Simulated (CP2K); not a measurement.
The system is InP.

```
In P
1.0
     4.14435    0.00000    0.00000
     2.07218    3.58911    0.00000
     2.07218    1.19637    3.38385
In P
1 1
Direct
  0.00000 0.00000 0.00000
  0.75000 0.75000 0.75000
```

Base run:

| Property | Result |
| --- | --- |
| Program | CP2K 2026.2 |
| Functional | PBEsol |
| Potentials or basis | POTENTIAL_UZH In GTH-PBE-q13, P GTH-PBE-q5; TZVP-MOLOPT-PBE-GTH basis |
| Density cutoff | 6123 eV |
| k mesh | 8 × 8 × 8 |
| Occupations | fermi-dirac, width 0.05 eV |
| Spin | no spin polarisation |

Its results: band gap on the k mesh 0.59 eV, direct.

Question: The run is repeated on the same cell with these changes: functional from PBEsol to TB-mBJ; density cutoff from 6123 eV to 9184 eV; cutoff of the grids from 450 Ry to 675 Ry. What comes out?

Answer: Band gap on the k mesh 0.81 eV, direct.

Caveats: spin-orbit coupling is left out, which moves the levels of the heavy elements; the basis of atomic orbitals isn't converged, which shifts pressures, moduli and gaps; this is a model potential without an energy functional, so only levels have meaning (some runs).

Not every run made on this cell is shown here.
